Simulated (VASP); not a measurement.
# Co (P-3m1) in VASP: a series of runs

Runs on Co. Level: LDA. Tasks: single point.

Everything below comes from runs of VASP 6.6.1. Logs are shortened: lines on timing, memory, paths and dates and some standing lists are left out, and cuts for length are marked.

## (1) Starting point

The structure is trigonal, space group P-3m1 (No. 164). Conventional cell: a = 2.487 Å, b = 2.487 Å, c = 4.063 Å, α = 90.00°, β = 90.00°, γ = 120.00°. Co (site symmetry 3m) has 12 Co at 2.42 to 2.55 Å as nearest neighbours.

## (2) Single point, LDA, collinear spin, ferromagnetic start

The input, INCAR:

```
SYSTEM = Co
ADDGRID = .FALSE.
ALGO = Normal
EDIFF = 1E-6
ENCUT = 280
GGA = CA
ISIF = 2
ISMEAR = -1
ISPIN = 2
LASPH = .TRUE.
LCHARG = .FALSE.
LMAXMIX = 4
LORBIT = 11
LREAL = .FALSE.
LWAVE = .FALSE.
MAGMOM = 2 2
NBANDS = 20
NELM = 100
PREC = Accurate
SIGMA = 0.1
```

The input, KPOINTS:

```
k-points
0
G
  3 3 2
  0 0 0
```

The input, POSCAR:

```
Co
1.0
    2.4873648738      0.0000000000      0.0000000000
   -1.2436824369      2.1541211692      0.0000000000
    0.0000000000      0.0000000000      4.0632895034
Co
2
Direct
    0.3333333333      0.6666666667      0.7401390000
    0.6666666667      0.3333333333      0.2598610000
```

Potentials or basis: VASP PAW LDA potentials, release 64 (Co).

Command:

```bash
cat potpaw_LDA.64/Co/POTCAR > POTCAR
mpirun -np 1 vasp_std > vasp.out
```

OUTCAR:

```text
SYSTEM = Co
   EDIFF = 1E-6
   ENCUT = 280
   GGA = CA
   ISIF = 2
   ISMEAR = -1
   ISPIN = 2
   LASPH = .TRUE.
   LORBIT = 11
   LREAL = .FALSE.
   NELM = 100
   PREC = Accurate

 Found      6 irreducible k-points:

 Following reciprocal coordinates:
            Coordinates               Weight
  0.000000  0.000000  0.000000      1.000000
  0.333333  0.000000  0.000000      6.000000
  0.333333  0.333333  0.000000      2.000000
  0.000000  0.000000  0.500000      1.000000
  0.333333  0.000000  0.500000      6.000000
  0.333333  0.333333  0.500000      2.000000
   k-points           NKPTS =      6   k-points in BZ     NKDIM =      6   number of bands    NBANDS=     20
   number of dos      NEDOS =    301   number of ions     NIONS =      2
   total plane-waves  NPLWV =   4704
   dimension x,y,z NGX =    14 NGY =   14 NGZ =   24
   dimension x,y,z NGXF=    28 NGYF=   28 NGZF=   48
   ions per type =               2
   NGX,Y,Z   is equivalent  to a cutoff of   9.36,  9.36,  9.82 a.u.
   NGXF,Y,Z  is equivalent  to a cutoff of  18.71, 18.71, 19.64 a.u.
 SYSTEM =  Co
   PREC   = accura    normal or accurate (medium, high low for compatibility)
   ISTART =      0    job   : 0-new  1-cont  2-samecut
   ICHARG =      2    charge: 1-file 2-atom 10-const
   ISPIN  =      2    spin polarized calculation?
   LNONCOLLINEAR =      F non collinear calculations
   LSORBIT =      F    spin-orbit coupling
   LASPH  =      T    aspherical Exc in radial PAW
   ENCUT  =  280.0 eV  20.58 Ry    4.54 a.u.   3.39  3.39  5.54*2*pi/ulx,y,z
   NELM   =    100;   NELMIN=  2; NELMDL= -5     # of ELM steps
   EDIFF  = 0.1E-05   stopping-criterion for ELM
   LREAL  =      F    real-space projection
   EDIFFG = 0.1E-04   stopping-criterion for IOM
   NSW    =      0    number of steps for IOM
   IBRION =     -1    ionic relax: 0-MD 1-quasi-New 2-CG
   NFREE  =      0    steps in history (QN), initial steepest desc. (CG)
   ISIF   =      2    stress and relaxation
   ISYM   =      2    0-nonsym 1-usesym 2-fastsym
   POTIM  = 0.5000    time-step for ionic-motion
   TEBEG  =    0.0;   TEEND  =   0.0 temperature during run
   PSTRESS=    0.0 pullay stress
   NELECT =      18.0000    total number of electrons
   NUPDOWN=      -1.0000    fix difference up-down
   EMIN   =  10.00;   EMAX   =-10.00  energy-range for DOS
   EFERMI =   0.00;   METHOD = LEGACY
   ISMEAR =    -1;   SIGMA  =   0.10  broadening in eV -4-tet -1-fermi 0-gaus
   EFERMI_NEDOS =   21; number of points for ismear=-14 and -15
   IALGO  =     38    algorithm
   IMIX   =      4    mixing-type and parameters
     AMIX     =   0.40;   BMIX     =  1.00
     AMIX_MAG =   1.60;   BMIX_MAG =  1.00
  volume/ion in A,a.u.               =      10.89        73.46
  Fermi-wavevector in a.u.,A,eV,Ry     =   1.536514  2.903591 32.121660  2.360875
  Thomas-Fermi vector in A             =   2.643152
   LORBIT       =     11    0 simple, 1 ext, 2 COOP (PROOUT), +10 PAW based schemes
   GGA     = CA    functional components
   LHFCALC =     F    Hartree Fock is set to
   AEXX    =    0.0000 exact exchange contribution
   IVDW    =     0    specifies the selected vdW correction
   LEPSILON=     F    determine dielectric tensor
   LRPA    =     F    only Hartree local field effects (RPA)
 spin polarized calculation
  energy-cutoff  :      280.00
  volume of cell :       21.77
 maximum number of plane-waves:       245
 NGX is ok and might be reduce to    14
   NGX =  7   NGY =  7   NGZ = 11

 number of electron      17.9999999 magnetization       3.3170973

 Free energy of the ion-electron system (eV)
  ---------------------------------------------------
  ext. energy  EPLUGINS =         0.00000000
  ---------------------------------------------------
  free energy    TOTEN  =       -15.89962532 eV

  energy without entropy =      -15.81236507  energy(sigma->0) =      -15.85599520

 E-fermi :   9.7612     XC(G=0): -13.7256

 val. band max:        9.7454831438   @ k =   0.3333   0.3333   0.5000
 cond. band min:       9.7804191524   @ k =   0.3333   0.0000   0.5000
 fundamental gap:      0.0349360087
 Fermi energy:         9.7612042748

 spin component 1

 k-point     1 :       0.0000    0.0000    0.0000
  band No.  band energies     occupation
      1       0.9512      1.00000
      2       4.7264      1.00000
      3       7.2410      1.00000
      4       7.2607      1.00000
      5       7.2607      1.00000
      6       7.5515      1.00000
[... 12 lines left out ...]
     19      35.8792      0.00000
     20      35.8792      0.00000

 k-point     2 :       0.3333    0.0000    0.0000
  band No.  band energies     occupation
      1       4.1188      1.00000
      2       5.4421      1.00000
      3       5.8529      1.00000
      4       6.7547      1.00000
      5       7.3645      1.00000
      6       7.3905      1.00000
[... 12 lines left out ...]
     19      33.3553      0.00000
     20      36.2548      0.00000

 k-point     3 :       0.3333    0.3333    0.0000
  band No.  band energies     occupation
      1       5.5991      1.00000
      2       5.9597      1.00000
      3       5.9597      1.00000
      4       6.2515      1.00000
      5       7.0594      1.00000
      6       7.0594      1.00000
[... 12 lines left out ...]
     19      25.6432      0.00000
     20      43.3636      0.00000

 k-point     4 :       0.0000    0.0000    0.5000
  band No.  band energies     occupation
      1       3.0490      1.00000
      2       3.2708      1.00000
      3       6.7559      1.00000
      4       7.1475      1.00000
      5       7.1978      1.00000
      6       7.1978      1.00000
[... 12 lines left out ...]
     19      36.0982      0.00000
     20      36.0982      0.00000

 k-point     5 :       0.3333    0.0000    0.5000
  band No.  band energies     occupation
      1       4.8372      1.00000
      2       4.9511      1.00000
      3       6.1517      1.00000
      4       6.4185      1.00000
      5       7.7819      1.00000
      6       7.9499      1.00000
[... 12 lines left out ...]
     19      31.9219      0.00000
     20      32.2151      0.00000

 k-point     6 :       0.3333    0.3333    0.5000
  band No.  band energies     occupation
      1       5.9999      1.00000
      2       6.0546      1.00000
      3       6.0546      1.00000
      4       6.3734      1.00000
      5       6.9254      1.00000
      6       6.9254      1.00000
[... 12 lines left out ...]
     19      33.0034      0.00000
     20      33.4286      0.00000
 Fermi energy:         9.7612042748

 spin component 2

 k-point     1 :       0.0000    0.0000    0.0000
  band No.  band energies     occupation
      1       1.1741      1.00000
      2       5.6854      1.00000
      3       8.6949      0.99998
      4       8.8383      0.99990
      5       8.8383      0.99990
      6       9.1506      0.99778
[... 12 lines left out ...]
     19      36.3584      0.00000
     20      36.3584      0.00000

 k-point     2 :       0.3333    0.0000    0.0000
  band No.  band energies     occupation
      1       4.5201      1.00000
      2       6.6850      1.00000
      3       6.9622      1.00000
      4       7.9107      1.00000
      5       8.7999      0.99993
      6       8.8381      0.99990
[... 12 lines left out ...]
     19      33.5124      0.00000
     20      36.7563      0.00000

 k-point     3 :       0.3333    0.3333    0.0000
  band No.  band energies     occupation
      1       6.7966      1.00000
      2       7.0584      1.00000
      3       7.0584      1.00000
      4       7.3295      1.00000
      5       8.4055      1.00000
      6       8.4055      1.00000
[... 12 lines left out ...]
     19      26.1767      0.00000
     20      43.6289      0.00000

 k-point     4 :       0.0000    0.0000    0.5000
  band No.  band energies     occupation
      1       3.3368      1.00000
      2       3.5590      1.00000
      3       7.9985      1.00000
      4       8.4612      1.00000
      5       8.7702      0.99995
      6       8.7702      0.99995
[... 12 lines left out ...]
     19      36.4515      0.00000
     20      36.4515      0.00000

 k-point     5 :       0.3333    0.0000    0.5000
  band No.  band energies     occupation
      1       5.5785      1.00000
      2       5.7148      1.00000
      3       7.4584      1.00000
      4       7.7513      1.00000
      5       8.9369      0.99974
      6       9.1127      0.99848
[... 12 lines left out ...]
     19      32.2865      0.00000
     20      32.6212      0.00000

 k-point     6 :       0.3333    0.3333    0.5000
  band No.  band energies     occupation
      1       7.1242      1.00000
      2       7.2708      1.00000
      3       7.2708      1.00000
      4       7.4903      1.00000
      5       8.1814      1.00000
      6       8.1814      1.00000
[... 12 lines left out ...]
     19      33.3288      0.00000
     20      33.7694      0.00000

------------------------ aborting loop because EDIFF is reached ----------------------------------------

  FORCE on cell =-STRESS in cart. coord.  units (eV):
  Direction    XX          YY          ZZ          XY          YZ          ZX
  --------------------------------------------------------------------------------------
  -------------------------------------------------------------------------------------
  Total       -1.4540049     -1.4540049     -3.6519984      0.0000000     -0.0000000      0.0000000
  in kB     -107.0013019   -107.0013019   -268.7532739      0.0000000     -0.0000000      0.0000000
  external PRESSURE =    -160.9186259 kB  Pullay stress =       0.0000000 kB

 VOLUME and BASIS-vectors are now :
 -----------------------------------------------------------------------------
  energy-cutoff  :      280.00
  volume of cell :       21.77
      direct lattice vectors                 reciprocal lattice vectors
     2.487364874  0.000000000  0.000000000     0.402031889  0.232113220  0.000000000
    -1.243682437  2.154121169  0.000000000     0.000000000  0.464226439  0.000000000
     0.000000000  0.000000000  4.063289503     0.000000000  0.000000000  0.246106018

 POSITION                                       TOTAL-FORCE (eV/Angst)
 -----------------------------------------------------------------------------------
     -0.00000      1.43608      3.00740         0.000000     -0.000000      0.214024
      1.24368      0.71804      1.05589        -0.000000      0.000000     -0.214024
 -----------------------------------------------------------------------------------
    total drift:                                0.000000      0.000000      0.000000

  FREE ENERGIE OF THE ION-ELECTRON SYSTEM (eV)
  ---------------------------------------------------
  free  energy   TOTEN  =       -15.8996253230 eV

  energy  without entropy=      -15.8123650683  energy(sigma->0) =      -15.85599520

 total charge

# of ion       s       p       d       tot
------------------------------------------
    1        0.493   0.545   7.230   8.269
    2        0.493   0.545   7.230   8.269
--------------------------------------------------
tot          0.987   1.090  14.461  16.537

 magnetization (x)

# of ion       s       p       d       tot
------------------------------------------
    1       -0.010  -0.027   1.693   1.657
    2       -0.010  -0.027   1.693   1.657
--------------------------------------------------
tot         -0.020  -0.053   3.387   3.313
```

It took 5.2 s on 1 thread of Intel Xeon Platinum 8488C (Sapphire Rapids), shared host; peak memory 0.11 GiB.

The run converged, but some of its settings lie outside the range that counts as converged, so its numbers aren't taken as properties of the crystal.

What came out:

- Free energy: -15.8996 eV
- Largest force: 0.214 eV/Å
- Band gap on the k mesh: none (metal or under the smearing width)
- Net moment: 3.32 μB per cell
- Site moments: Co +1.66 μB
- Valence electrons inside the program's atomic spheres: Co 8.27

Caveat: the k mesh is coarse (spacing up to 0.97 Å⁻¹), so the values aren't converged; the cutoff is under 1.25 times the usual one of these potentials, so pressure, stress and relaxed cells hold a basis-set (Pulay) error.

## (3) Single point, LDA, collinear spin, ferromagnetic start

INCAR is that of step 2.

KPOINTS is that of step 2.

The input, POSCAR:

```
Co
1.0
    2.4873648738      0.0000000000      0.0000000000
   -1.2436824369      2.1541211692      0.0000000000
    0.0000000000      0.0000000000      4.0632895034
Co
2
Direct
    0.3275520000      0.6759820000      0.7288160000
    0.6891290000      0.3188900000      0.2643300000
```

Potentials or basis: VASP PAW LDA potentials, release 64 (Co).

Command:

```bash
cat potpaw_LDA.64/Co/POTCAR > POTCAR
mpirun -np 1 vasp_std > vasp.out
```

OUTCAR:

```text
SYSTEM = Co
   EDIFF = 1E-6
   ENCUT = 280
   GGA = CA
   ISIF = 2
   ISMEAR = -1
   ISPIN = 2
   LASPH = .TRUE.
   LORBIT = 11
   LREAL = .FALSE.
   NELM = 100
   PREC = Accurate

 Found     10 irreducible k-points:

 Following reciprocal coordinates:
            Coordinates               Weight
  0.000000  0.000000  0.000000      1.000000
  0.333333  0.000000  0.000000      2.000000
  0.000000  0.333333  0.000000      2.000000
 -0.333333  0.333333  0.000000      2.000000
  0.333333  0.333333  0.000000      2.000000
  0.000000  0.000000  0.500000      1.000000
   k-points           NKPTS =     10   k-points in BZ     NKDIM =     10   number of bands    NBANDS=     20
   number of dos      NEDOS =    301   number of ions     NIONS =      2
   total plane-waves  NPLWV =   4704
   dimension x,y,z NGX =    14 NGY =   14 NGZ =   24
   dimension x,y,z NGXF=    28 NGYF=   28 NGZF=   48
[... 367 lines left out ...]
      direct lattice vectors                 reciprocal lattice vectors
     2.487364874  0.000000000  0.000000000     0.402031889  0.232113220  0.000000000
    -1.243682437  2.154121169  0.000000000     0.000000000  0.464226439  0.000000000
     0.000000000  0.000000000  4.063289503     0.000000000  0.000000000  0.246106018

 POSITION                                       TOTAL-FORCE (eV/Angst)
 -----------------------------------------------------------------------------------
     -0.02597      1.45615      2.96139         0.269607     -0.136153      0.539851
      1.31752      0.68693      1.07405        -0.269607      0.136153     -0.539851
 -----------------------------------------------------------------------------------
    total drift:                               -0.000171      0.000042      0.000028

  FREE ENERGIE OF THE ION-ELECTRON SYSTEM (eV)
  ---------------------------------------------------
  free  energy   TOTEN  =       -15.8604374851 eV

  energy  without entropy=      -15.7843278333  energy(sigma->0) =      -15.82238266

 total charge

# of ion       s       p       d       tot
------------------------------------------
    1        0.504   0.554   7.226   8.284
    2        0.504   0.554   7.226   8.284
--------------------------------------------------
tot          1.008   1.108  14.452  16.568

 magnetization (x)

# of ion       s       p       d       tot
------------------------------------------
    1       -0.003  -0.017   1.791   1.771
    2       -0.003  -0.017   1.791   1.771
--------------------------------------------------
tot         -0.007  -0.034   3.582   3.541
```

OSZICAR:

```text
N       E                     dE             d eps       ncg     rms          rms(c)
DAV:   1     0.548400333209E+02    0.54840E+02   -0.52362E+03   872   0.725E+02
DAV:   2    -0.158003469292E+02   -0.70640E+02   -0.63645E+02   832   0.166E+02
DAV:   3    -0.183514116214E+02   -0.25511E+01   -0.24883E+01   928   0.377E+01
DAV:   4    -0.183834136372E+02   -0.32002E-01   -0.31989E-01   868   0.378E+00
DAV:   5    -0.183845252138E+02   -0.11116E-02   -0.11115E-02   884   0.732E-01    0.155E+01
DAV:   6    -0.163427833588E+02    0.20417E+01   -0.81072E+00   880   0.540E+01    0.749E+00
DAV:   7    -0.159143445940E+02    0.42844E+00   -0.12138E+00   896   0.191E+01    0.403E+00
DAV:   8    -0.158780530361E+02    0.36292E-01   -0.21594E-02  1128   0.190E+00    0.188E+00
DAV:   9    -0.158616948467E+02    0.16358E-01   -0.34694E-03  1188   0.104E+00    0.494E-01
DAV:  10    -0.158604061567E+02    0.12887E-02   -0.56947E-04   856   0.251E-01    0.152E-01
DAV:  11    -0.158604549207E+02   -0.48764E-04   -0.15213E-04   964   0.152E-01    0.356E-02
DAV:  12    -0.158604435305E+02    0.11390E-04   -0.70521E-06   820   0.229E-02    0.199E-02
DAV:  13    -0.158604376786E+02    0.58519E-05   -0.47705E-06   856   0.260E-02    0.934E-03
DAV:  14    -0.158604374851E+02    0.19357E-06   -0.28879E-07   404   0.912E-03
   1 F= -.15860437E+02 E0= -.15822383E+02  d E =-.761097E-01  mag=     3.5598
```

Wall time 5.8 s (1 thread of Intel Xeon Platinum 8488C (Sapphire Rapids), shared host); peak memory 0.11 GiB.

These settings aren't checked as converged: the numbers below hold their error.

Results:

| Item | Value |
| --- | --- |
| Free energy | -15.8604 eV |
| Largest force | 0.619 eV/Å |
| Band gap on the k mesh | none (metal or under the smearing width) |
| Net moment | 3.56 μB per cell |
| Site moments | Co +1.77 μB |
| Valence electrons inside the program's atomic spheres | Co 8.28 |

Caveat: the k mesh is coarse (spacing up to 0.97 Å⁻¹), so the values aren't converged; the cutoff is under 1.25 times the usual one of these potentials, so pressure, stress and relaxed cells hold a basis-set (Pulay) error.

(Part 1 of 2 ends here.)
